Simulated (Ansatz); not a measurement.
**Lattice dynamics of BaTiO3 (Pm-3m)**

The cell of BaTiO3 (Pm-3m) is at rest. What are its phonons?

Method: DFT PBEsol, scalar-relativistic, plane waves, PAW, in Ansatz 0.2.0.

## 1. The structure

Symmetry: Pm-3m, No. 221, cubic system. The conventional cell has a = 3.970 Å, b = 3.970 Å, c = 3.970 Å, α = 90.00°, β = 90.00°, γ = 90.00°. Ba has 12 O at 2.81 Å nearest. Nearest to Ti lie 6 O at 1.98 Å. Nearest to O lie 2 Ti at 1.98 Å and 4 Ba at 2.81 Å. Farther neighbours and most contacts between anions are not listed.

## 2. Linear response at the zone centre

The cell comes from relaxations at this level that are not shown. The zone centre is the only wavevector solved here; it holds the modes that light can see, as far as symmetry allows. The response to a homogeneous field gives the Born charges and the dielectric tensor, and its change with displacement the Raman tensors.

Contents of input.yaml:

```yaml
crystal:
  lattice:
    - [3.9698861529, 0.0, 0.0]
    - [0.0, 3.9698861529, 0.0]
    - [0.0, 0.0, 3.9698861529]
  atoms:
    - { symbol: Ba, position: [0.5, 0.5, 0.5] }
    - { symbol: Ti, position: [0.0, 0.0, 0.0] }
    - { symbol: O, position: [0.5, 0.0, 0.0] }
    - { symbol: O, position: [0.0, 0.5, 0.0] }
    - { symbol: O, position: [0.0, 0.0, 0.5] }
kpoints:
  mp_grid: { grid: [8, 8, 8] }
hamiltonian:
  xc: pbesol
scf:
  occupations: { method: fixed }
output:
  eigenvalues: true
phonons:
  method: dfpt
  dielectric: true
  rigid_motions: translations
  raman: true
```

On the command line:

```sh
$ ansatz run input.yaml --threads 4 --pin off --max-ram 7168MiB --backend cpu --events-out ev --progress --plain --runs-dir out
```

Numbers of over 12 decimals in the logs are rounded to 6 here.

Output:

```text
Engine: ansatz 0.2.0, aarch64-unknown-linux-gnu
Pseudopotentials: kind: paw
Pseudopotential: Ba, paw, valence charge 10, recommended cutoff 420 eV (normal), Ba.paw.azcp
Pseudopotential: Ti, paw, valence charge 12, recommended cutoff 420 eV (normal), Ti.paw.azcp
Pseudopotential: O, paw, valence charge 6, recommended cutoff 420 eV (normal), O.paw.azcp
Functional definition: PBEsol
  exchange = pbesol_x
  correlation = pbesol_c
Crystal: 5 atoms, lattice volume = 62.565 Å³
Basis set: ecut = 420 eV, 1237 PW (Γ), exchange–correlation on 54×54×54 points (8 copies of the dense FFT grid, shifted against one another)
Bands: 25, of which v1, the nominal top of the filled ones, is band 20 counted from 1 (19 counted from 0)
Symmetry: 48 space group operations
k-points: 170 of 512 (irreducible under 2 space group operations, time reversal used)
Non-local potential: Ba, projectors of the file, l = 0: 3, l = 1: 2, l = 2: 2, l = 3: 2
Non-local potential: Ti, projectors of the file, l = 0: 3, l = 1: 2, l = 2: 3, l = 3: 1
Non-local potential: O, projectors of the file, l = 0: 2, l = 1: 2, l = 2: 1
PAW form: soft (Blöchl's): semilocal exchange-correlation on the pseudo side does not see the compensation charge
PAW frozen core: Ba, regenerated for the run's functional, and the local potential with it (the file was generated under x = pbe(κ = 0.804, μ = 0.219515), c = pbe(β = 0.066725))
PAW frozen core: Ti, regenerated for the run's functional, and the local potential with it (the file was generated under x = pbe(κ = 0.804, μ = 0.219515), c = pbe(β = 0.066725))
PAW frozen core: O, regenerated for the run's functional, and the local potential with it (the file was generated under x = pbe(κ = 0.804, μ = 0.219515), c = pbe(β = 0.066725))
PAW one-centre angular grid: Ba, 194 points (default); XC on 64 Gauss nodes
PAW one-centre angular grid: Ti, 590 points (default); XC on 64 Gauss nodes
PAW one-centre angular grid: O, 110 points (default); XC on 64 Gauss nodes
Initial density: superposition of atomic densities (neutral atoms: chi_scale 0, normalization atom), corrected by the library's trained network
Initial wavefunctions: pseudopotential atomic-orbital guess
Functional: x = pbesol(κ = 0.804, μ = 0.123457), c = pbesol(β = 0.046)
SCF iter   1: F=—  HF=-10027.496022 eV  |F-HF|=—  |Δ(HF+E_count)|=         —  Δρ=1.69e-2  dr2=1.54e-1  ethr=1.77e-3  ⟨swp⟩=4.4  Hψ=17932  notcnv=0  defer=358
preconditioner: auto → Resta (q_TF=auto, 2.532 Å⁻¹)  ε∞=5.9  [insulator: Δε(μ)=1.625 eV  Ē_g=11.949 eV  n_scr=18 (ndim 8)  ℏωp=26.6 eV  f_vac=0.000  ε∞_Penn≈5.9]
SCF iter   2: F=—  HF=-10027.469962 eV  |F-HF|=—  |Δ(HF+E_count)|=   2.61e-2  Δρ=8.14e-3  dr2=4.05e-2  ethr=3.84e-4  ⟨swp⟩=2.0  Hψ=7709  notcnv=0  defer=389
SCF iter   3: F=—  HF=-10027.462768 eV  |F-HF|=—  |Δ(HF+E_count)|=   7.19e-3  Δρ=1.93e-3  dr2=2.02e-3  ethr=1.01e-4  ⟨swp⟩=2.7  Hψ=6219  notcnv=0  defer=436
SCF iter   4: F=—  HF=-10027.462483 eV  |F-HF|=—  |Δ(HF+E_count)|=   2.85e-4  Δρ=6.33e-4  dr2=1.69e-4  ethr=5.05e-6  ⟨swp⟩=2.1  Hψ=7817  notcnv=0  defer=486
SCF iter   5: F=—  HF=-10027.462517 eV  |F-HF|=—  |Δ(HF+E_count)|=   3.42e-5  Δρ=1.35e-4  dr2=1.26e-5  ethr=4.22e-7  ⟨swp⟩=2.5  Hψ=6853  notcnv=0  defer=491
SCF iter   6: F=—  HF=-10027.462518 eV  |F-HF|=—  |Δ(HF+E_count)|=   8.96e-7  Δρ=4.57e-5  dr2=1.33e-6  ethr=3.16e-8  ⟨swp⟩=2.0  Hψ=6941  notcnv=0  defer=171
SCF iter   7: F=—  HF=-10027.462518 eV  |F-HF|=—  |Δ(HF+E_count)|=   2.05e-7  Δρ=7.47e-6  dr2=3.08e-8  ethr=3.34e-9  ⟨swp⟩=2.1  Hψ=6557  notcnv=0  defer=170
SCF iter   8: F=—  HF=-10027.462518 eV  |F-HF|=—  |Δ(HF+E_count)|=   7.47e-9  Δρ=8.90e-7  dr2=4.95e-10  ethr=7.71e-11  ⟨swp⟩=2.0  Hψ=7057  notcnv=0  defer=170
SCF iter   9: F=-10027.462518 eV  HF=-10027.462518 eV  |F-HF|=3.64e-12  |Δ(HF+E_count)|=  1.71e-10  Δρ=1.43e-7  dr2=1.26e-11  ethr=1.00e-12  ⟨swp⟩=12.5  Hψ=30235  notcnv=0
SCF 1 converged in 9 iterations: F = -10027.462518 eV  dr2 = 1.26e-11
  greatest PAW one-centre occupation: 0.999 electrons in one spin orbital (limit 2), on the Ti atom at site 1 (counted from 0), in its partial waves of l = 0
DFPT response loops at Γ: preconditioner auto → none (the input reference at scf.mixing.eps_inf says where Resta's filter doesn't serve); β = 0.50; Broyden in place of MSR1
── the response to a field inside a basis, on 8×8×8 k-points: an SCF that follows is theirs, and a resumed run solves both again ──
Bands: 21, of which v1, the nominal top of the filled ones, is band 20 counted from 1 (19 counted from 0)
k-points: 20
Initial density: handed on by an earlier stage of this run
Initial wavefunctions: pseudopotential atomic-orbital guess (no wavefunctions were taken with the density)
Eigensolver: Dense (20 Hₖ)
SCF iter   1: F=—  HF=-10027.458643 eV  |F-HF|=—  |Δ(HF+E_count)|=         —  Δρ=4.90e-4  dr2=2.95e-5  ethr=1.00e-1
preconditioner: auto → Resta (q_TF=auto, 2.532 Å⁻¹)  ε∞=7.3  [insulator: Δε(μ)=1.974 eV  Ē_g=10.600 eV  n_scr=18 (ndim 8)  ℏωp=26.6 eV  f_vac=0.000  ε∞_Penn≈7.3]
SCF iter   2: F=—  HF=-10027.458641 eV  |F-HF|=—  |Δ(HF+E_count)|=   1.89e-6  Δρ=2.22e-4  dr2=1.36e-5  ethr=7.36e-8
SCF iter   3: F=—  HF=-10027.458641 eV  |F-HF|=—  |Δ(HF+E_count)|=   1.36e-7  Δρ=1.22e-4  dr2=2.79e-6  ethr=3.39e-8
SCF iter   4: F=—  HF=-10027.458641 eV  |F-HF|=—  |Δ(HF+E_count)|=   4.71e-8  Δρ=2.10e-5  dr2=1.55e-7  ethr=6.97e-9
SCF iter   5: F=—  HF=-10027.458641 eV  |F-HF|=—  |Δ(HF+E_count)|=   1.52e-8  Δρ=3.46e-6  dr2=1.22e-8  ethr=3.88e-10
SCF iter   6: F=—  HF=-10027.458641 eV  |F-HF|=—  |Δ(HF+E_count)|=   2.28e-9  Δρ=8.82e-7  dr2=5.17e-10  ethr=3.04e-11
SCF iter   7: F=-10027.458641 eV  HF=-10027.458641 eV  |F-HF|=1.09e-11  |Δ(HF+E_count)|=  1.82e-11  Δρ=1.73e-7  dr2=2.27e-11  ethr=1.29e-12
SCF 1 converged in 7 iterations: F = -10027.458641 eV  dr2 = 2.27e-11
DFPT response loops at Γ: mixed as the last ones told, above
DFPT response loops at Γ: mixed as the last ones told, above
SCF converged after 9 iterations
Free energy (F): -10027.462518 eV
Harris-Foulkes:  -10027.462518 eV  (|F-HF|=3.64e-12)
Internal energy: -10027.462518 eV  (E = F + TS)
E sigma→0 (E₀):  -10027.462518 eV
Fermi energy:    10.508798 eV
--- Per-component energies (eV) ---
  E_band       = -129.625273
  E_kinetic    = 969.250689
  E_local      = -2060.413132  (includes V_loc(G=0)·N_el)
  E_nonlocal   = 206.952582
  E_hartree    = 804.008039
  E_xc         = -486.768823
  E_vxc        = -543.795360  (∫ρ·V_xc dr)
  E_paw        = -6616.850928  (= ΣΔE_a)
  E_vpaw       = -309.643519  (= ΣTr[D̂ρ^β])
  E_aug_tail   = 0.007472  (compensation charges beyond the density's cutoff)
  E_ewald      = -2844.045097
  E_core_change = 0.396681  (= ΣΔE_core)
  E_smearing   = -0.000000  (= −TS)
  E_closure    = 0.000000  (closes the sum)
  Σ components = -10027.462518   (vs F -10027.462518, Δ=0.00e0)
--- Band table (eV; the first three rows and the last of 170) ---
  k-point 0: bands = [... 16 lower, 9.3388, 10.4315, 10.4315, 10.4315, 12.3251, 12.3251, 12.3251, 14.6886, ... 1 higher]
  k-point 1: bands = [... 16 lower, 9.1999, 10.0238, 10.3104, 10.3104, 12.3452, 12.6612, 12.6612, 14.6903, ... 1 higher]
  k-point 2: bands = [... 16 lower, 8.8989, 9.2940, 10.0853, 10.0853, 12.3947, 13.3406, 13.3406, 14.6931, ... 1 higher]
  k-point 169: bands = [... 16 lower, 8.1774, 10.5088, 10.5088, 10.5088, 14.8902, 14.8902, 14.8902, 17.3726, ... 1 higher]
--- Phonons (Γ-DFPT): 4 representative perturbations + reference, on 170 of 512 k-points (Σ response iterations 13) ---
  k mesh reduced under 2 symmetry operations, with k and −k counted as one. Each operation leaves every solved perturbation unchanged. A smaller set is not considered because the run solves the response to a homogeneous field
  ASR residual: 1.359e-4 → 0.000e0 eV/Å²; symmetrization residual: 2.064e-6 eV/Å²
  ASR residual per site (eV/Å²): 1.64e-5 2.14e-5 1.36e-4 1.36e-4 1.36e-4
  Γ frequencies (cm⁻¹): -187.88 -187.88 -187.88 0.00 0.00 0.00 172.61 172.61 172.61 280.80 280.80 280.80 467.19 467.19 467.19
  ε∞ (high-frequency dielectric tensor):
        6.727121     0.000000     0.000000
        0.000000     6.727121     0.000000
        0.000000     0.000000     6.727121
  softest optical mode at Γ: -187.88 cm⁻¹; the repairs (sum rule, projections) moved no ω² at Γ by more than (1.68 cm⁻¹)²
  Born effective charges Z* (e; rows j = field, columns β = displacement):
    site 0:
         2.77822    0.00000   -0.00000
         0.00000    2.77822    0.00000
        -0.00000    0.00000    2.77822
    site 1:
         7.34149    0.00000   -0.00000
         0.00000    7.34149    0.00000
        -0.00000    0.00000    7.34149
    site 2:
        -5.80473   -0.00000   -0.00000
         0.00000   -2.15749    0.00000
        -0.00000    0.00000   -2.15749
    site 3:
        -2.15749    0.00000    0.00000
         0.00000   -5.80473    0.00000
         0.00000    0.00000   -2.15749
    site 4:
        -2.15749   -0.00000    0.00000
        -0.00000   -2.15749    0.00000
         0.00000    0.00000   -5.80473
  Z* charge neutrality: 2.248e-4 e pre-enforcement
  solved inside a basis spanned on kpoints, on 8×8×8 k-points transformed towards the longest dipole: ε∞ is read to err by 1.9e-2, Z* by 2.4e-2 e (field_mesh: kpoints solves on kpoints); Z* is corrected for what the basis lacks
  Raman tensors (in the event stream and the table raman_tensors.tsv): an entry may err by 1.8e-3 Å², one of the second-order susceptibility by 7.6e-19 pm/V (basis, points and sum rule); their sum over the sites missed zero by 1.221e-20 Å² ahead of its enforcement
  optical modes at Γ without the LO–TO term, one row a degenerate level:
      ω (cm⁻¹)  modes    IR ((D/Å)²/amu)  static Raman (Å⁴/amu)  depolarisation
       -187.88      3           253.1055                 0.0000               —
        172.61      3             6.6931                 0.0000               —
        280.80      3             0.0000                 0.0000               —
        467.19      3             8.0623                 0.0000               —
  optical modes at Γ + LO–TO along q̂ = [1.0000, 0.0000, 0.0000]:
      ω (cm⁻¹)  modes    IR ((D/Å)²/amu)  static Raman (Å⁴/amu)  depolarisation
       -187.88      2           168.7370                 0.0000               —
        166.77      1             0.0661                 0.0000               —
        172.61      2             4.4621                 0.0000               —
        280.80      3             0.0000                 0.0000               —
        449.99      1             3.1482                 0.0000               —
        467.19      2             5.3749                 0.0000               —
        659.48      1            86.0727                 0.0000               —
  optical modes at Γ + LO–TO along q̂ = [0.0000, 1.0000, 0.0000]:
      ω (cm⁻¹)  modes    IR ((D/Å)²/amu)  static Raman (Å⁴/amu)  depolarisation
       -187.88      2           168.7370                 0.0000               —
        166.77      1             0.0661                 0.0000               —
        172.61      2             4.4621                 0.0000               —
        280.80      3             0.0000                 0.0000               —
        449.99      1             3.1482                 0.0000               —
        467.19      2             5.3749                 0.0000               —
        659.48      1            86.0727                 0.0000               —
  optical modes at Γ + LO–TO along q̂ = [0.0000, 0.0000, 1.0000]:
      ω (cm⁻¹)  modes    IR ((D/Å)²/amu)  static Raman (Å⁴/amu)  depolarisation
       -187.88      2           168.7370                 0.0000               —
        166.77      1             0.0661                 0.0000               —
        172.61      2             4.4621                 0.0000               —
        280.80      3             0.0000                 0.0000               —
        449.99      1             3.1482                 0.0000               —
        467.19      2             5.3749                 0.0000               —
        659.48      1            86.0727                 0.0000               —
```

Run time: 4.2 min. Hardware: 4 threads of Arm Neoverse N1, shared host; peak memory 1.4 GiB; 14 min of CPU time.

This step gave:

| Property | Result |
| --- | --- |
| gap on the k-mesh | 1.816 eV |
| volume per atom | 12.51 Å³ |
| sum-rule residual before enforcement | 1.36e-4 eV/Å² |
| miss of the charge sum rule | 2.25e-4 e |
| estimated error of the dielectric tensor | 0.01883 |
| estimated error of the Born charges | 0.02384 e |
| point group | m-3m |
| highest optical mode at the zone centre (no LO-TO term) | 467.2 cm⁻¹ |
| lowest optical zone-centre mode | -187.9 cm⁻¹ |
| mean high-frequency dielectric constant | 6.727 |
| largest Born charge (third of the trace) | 7.341 e |
| top of the zone-centre spectrum with the field | 659.5 cm⁻¹ |

Without the LO-TO term. Patterns of degenerate modes are one choice out of their space. The modes at Γ (shares of kinetic energy by element, %) (negative means imaginary):

| mode | frequency (cm⁻¹) | symmetry | Ba % | Ti % | O % |
| --- | --- | --- | --- | --- | --- |
| 1 | -187.9 | T1u | 0 | 46 | 54 |
| 2 | -187.9 | T1u | 0 | 46 | 54 |
| 3 | -187.9 | T1u | 0 | 46 | 54 |
| 4 | 0.0 | acoustic | 59 | 21 | 21 |
| 5 | 0.0 | acoustic | 59 | 21 | 21 |
| 6 | 0.0 | acoustic | 59 | 21 | 21 |
| 7 | 172.6 | T1u | 41 | 31 | 28 |
| 8 | 172.6 | T1u | 41 | 31 | 28 |
| 9 | 172.6 | T1u | 41 | 31 | 28 |
| 10 | 280.8 | T2u | 0 | 0 | 100 |
| 11 | 280.8 | T2u | 0 | 0 | 100 |
| 12 | 280.8 | T2u | 0 | 0 | 100 |
| 13 | 467.2 | T1u | 0 | 3 | 97 |
| 14 | 467.2 | T1u | 0 | 3 | 97 |
| 15 | 467.2 | T1u | 0 | 3 | 97 |

Displacements in mode 1 (-187.9 cm⁻¹), the largest set to 1:
```
Ba1  0.00  0.01  0.01
Ti2 -0.01  0.39  0.67
O3   0.02 -0.32 -0.54
O4   0.01 -0.59 -0.54
O5   0.01 -0.32 -1.00
```

Displacements in mode 12 (280.8 cm⁻¹), the largest set to 1:
```
Ba1  0.00  0.00  0.00
Ti2  0.00  0.00  0.00
O3   0.00 -0.09 -1.00
O4  -0.10  0.00  1.00
O5   0.10  0.09  0.00
```

Optical modes at the zone centre, without and with the macroscopic field of the longitudinal modes; each column is sorted by frequency, so a row need not hold one and the same mode. Modes with and without the field, by row:

| rank among optical modes | no field (cm⁻¹) | q along (1, 0, 0) (cm⁻¹) |
| --- | --- | --- |
| 1 | -187.9 | -187.9 |
| 2 | -187.9 | -187.9 |
| 3 | -187.9 | 166.8 |
| 4 | 172.6 | 172.6 |
| 5 | 172.6 | 172.6 |
| 6 | 172.6 | 280.8 |
| 7 | 280.8 | 280.8 |
| 8 | 280.8 | 280.8 |
| 9 | 280.8 | 450 |
| 10 | 467.2 | 467.2 |
| 11 | 467.2 | 467.2 |
| 12 | 467.2 | 659.5 |

Born charge (rows field, columns displacement) (e), principal values of the symmetric part by kind of site:

| atom | atoms with these values | low | middle | high | mean |
| --- | --- | --- | --- | --- | --- |
| Ba1 | 1 | 2.78 | 2.78 | 2.78 | 2.78 |
| Ti2 | 1 | 7.34 | 7.34 | 7.34 | 7.34 |
| O3 | 3 | -5.80 | -2.16 | -2.16 | -3.37 |

In full for O3:

```
-5.80  0.00  0.00
 0.00 -2.16  0.00
 0.00  0.00 -2.16
```

High-frequency dielectric tensor:

```
6.73 0.00 0.00
0.00 6.73 0.00
0.00 0.00 6.73
```

Transverse modes; imaginary modes are left out. Lines of the infrared spectrum (strongest = 100):

| position (cm⁻¹) | label | relative intensity |
| --- | --- | --- |
| 173 | T1u | 83 |
| 281 | T2u | 0.0 |
| 467 | T1u | 100 |

Before it was imposed, the acoustic sum rule was missed by 1.4e-4 eV/Å² and the charge sum rule by 2.2e-4 e. Small misses are needed for a sound result but don't prove that mesh and cutoff are converged. The lowest optical mode is imaginary, 187.9i cm⁻¹, so the energy falls along it.

## 3. Another isotope, element Ba, natural mass 137.327 amu

An isotope changes the mass and not the force constants, so no new electronic calculation is needed; the shifts show which modes move this element.

The same force constants with the mass of Ba changed from 137.327 to 133.905 u (phonopy, no LO-TO term). Both lists are sorted by frequency; levels can cross, so a row need not hold one and the same mode. Modes under 3 cm⁻¹ are left out. Isotope shifts, by row:

| q | rank | natural mass (cm⁻¹) | changed mass (cm⁻¹) |
| --- | --- | --- | --- |
| 0 0 0 | 1 | -187.9 | -187.9 |
| 0 0 0 | 2 | -187.9 | -187.9 |
| 0 0 0 | 3 | -187.9 | -187.9 |
| 0 0 0 | 7 | 172.6 | 173.5 |
| 0 0 0 | 8 | 172.6 | 173.5 |
| 0 0 0 | 9 | 172.6 | 173.5 |
| 0 0 0 | 10 | 280.8 | 280.8 |
| 0 0 0 | 11 | 280.8 | 280.8 |
| 0 0 0 | 12 | 280.8 | 280.8 |
| 0 0 0 | 13 | 467.2 | 467.2 |
| 0 0 0 | 14 | 467.2 | 467.2 |
| 0 0 0 | 15 | 467.2 | 467.2 |

A mode of this element alone would shift by +1.27 %. The highest zone-centre frequency without the field goes from 467.2 to 467.2 cm⁻¹ (+0.0 %).

## 4. Another isotope, element O, natural mass 15.999 amu

The same for O, from 16.00 to 18.00 u.

The same force constants with the mass of O changed from 15.999 to 17.999 u (phonopy, no LO-TO term). Both lists are sorted by frequency; levels can cross, so a row need not hold one and the same mode. Modes under 3 cm⁻¹ are left out. Isotope shifts, by row:

| q | rank | natural mass (cm⁻¹) | changed mass (cm⁻¹) |
| --- | --- | --- | --- |
| 0 0 0 | 1 | -187.9 | -182 |
| 0 0 0 | 2 | -187.9 | -182 |
| 0 0 0 | 3 | -187.9 | -182 |
| 0 0 0 | 7 | 172.6 | 169.8 |
| 0 0 0 | 8 | 172.6 | 169.8 |
| 0 0 0 | 9 | 172.6 | 169.8 |
| 0 0 0 | 10 | 280.8 | 264.7 |
| 0 0 0 | 11 | 280.8 | 264.7 |
| 0 0 0 | 12 | 280.8 | 264.7 |
| 0 0 0 | 13 | 467.2 | 441.3 |
| 0 0 0 | 14 | 467.2 | 441.3 |
| 0 0 0 | 15 | 467.2 | 441.3 |

A mode of this element alone would shift by -5.72 %. The highest zone-centre frequency without the field goes from 467.2 to 441.3 cm⁻¹ (-5.5 %).

## 5. Isotope substitution, element Ti, natural mass 47.867 amu

The same for Ti, from 47.87 to 49.94 u.

The same force constants with the mass of Ti changed from 47.867 to 49.945 u (phonopy, no LO-TO term). Both lists are sorted by frequency; levels can cross, so a row need not hold one and the same mode. Modes under 3 cm⁻¹ are left out. Isotope shifts, by row:

| q | rank | natural mass (cm⁻¹) | changed mass (cm⁻¹) |
| --- | --- | --- | --- |
| 0 0 0 | 1 | -187.9 | -186.1 |
| 0 0 0 | 2 | -187.9 | -186.1 |
| 0 0 0 | 3 | -187.9 | -186.1 |
| 0 0 0 | 7 | 172.6 | 171.5 |
| 0 0 0 | 8 | 172.6 | 171.5 |
| 0 0 0 | 9 | 172.6 | 171.5 |
| 0 0 0 | 10 | 280.8 | 280.8 |
| 0 0 0 | 11 | 280.8 | 280.8 |
| 0 0 0 | 12 | 280.8 | 280.8 |
| 0 0 0 | 13 | 467.2 | 466.9 |
| 0 0 0 | 14 | 467.2 | 466.9 |
| 0 0 0 | 15 | 467.2 | 466.9 |

A mode of this element alone would shift by -2.10 %. The highest zone-centre frequency without the field goes from 467.2 to 466.9 cm⁻¹ (-0.1 %).

## 6. Summary of results

```yaml
space_group_within_0p01_a: Pm-3m
volume_per_atom: 12.5 Å³
gap_on_the_k_mesh: 1.82 eV
highest_optical_mode_at_the_zone_centre_no_lo_to_term: 467 cm⁻¹
top_of_the_zone_centre_spectrum_with_the_field: 659 cm⁻¹
lowest_optical_zone_centre_mode: -188 cm⁻¹
mean_high_frequency_dielectric_constant: 6.73
largest_born_charge_third_of_the_trace: 7.34 e
imaginary_modes_at_gamma_the_only_wavevector_solved: yes
```

**Reading.** A zone-centre mode is imaginary (187.9i cm⁻¹), so this structure is not a minimum of the energy. Without the field, the optical modes at Γ span -188 to 467 cm⁻¹ (negative means imaginary). The dispersion is not part of this account. The highest mode in this list at Γ, 467.2 cm⁻¹, is mostly motion of O (97 % of the kinetic energy). With the macroscopic field of the longitudinal modes the top of the zone-centre spectrum lies at 659 cm⁻¹, against 467 cm⁻¹ without it. Among the real modes, the strongest infrared line is at 467 cm⁻¹. Spin-orbit coupling is left out, which can matter for the heavy elements here. These are harmonic frequencies at zero temperature: anharmonic shifts, linewidths and thermal expansion are left out.

[Logs are printed without paths, hosts, clocks, repeated set-up lines and the standing remarks that a program may print on its own settings, such as how far it seeks lower states.]

[Hosts, paths, dates, database ids (printed as entryN), source tags and the programs' standing remarks are cut or masked in the printed files.]
